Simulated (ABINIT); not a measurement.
Fe:

```
Fe
1.0
    -1.44300    1.44300    1.44300
     1.44300   -1.44300    1.44300
     1.44300    1.44300   -1.44300
Fe
1
Direct
  0.00000 0.00000 0.00000
```

Base run:

```yaml
Program: ABINIT 10.8.3 (patched build)
Functional: rPW86PBE
Potentials_or_basis: JTH PAW PBE v2.0
Cutoff: 707 eV
k_mesh: 13 × 13 × 13
Occupations: fermi-dirac, width 0.05 eV
Spin: collinear spin, ferromagnetic start
Starting_moments: "[3.0] μB"
```

Its results: band gap on the k mesh none (metal or under the smearing width); pressure -4.7 GPa; net moment 2.15 μB per cell; site moments Fe +2.22 μB.

Question: After a change of settings the same cell gave: band gap on the k mesh none (metal or under the smearing width); pressure -6.0 GPa; net moment 2.29 μB per cell; site moments Fe +2.36 μB. Which change was it?
A. functional from rPW86PBE to BLYP
B. functional from rPW86PBE to revPBE
C. functional from rPW86PBE to RPBE
D. functional from rPW86PBE to SOGGA

Answer: B.

Caveats: the PAW data sets were made with another functional, which shifts forces and pressure a little.

Runs at the PBE level aren't shown here.
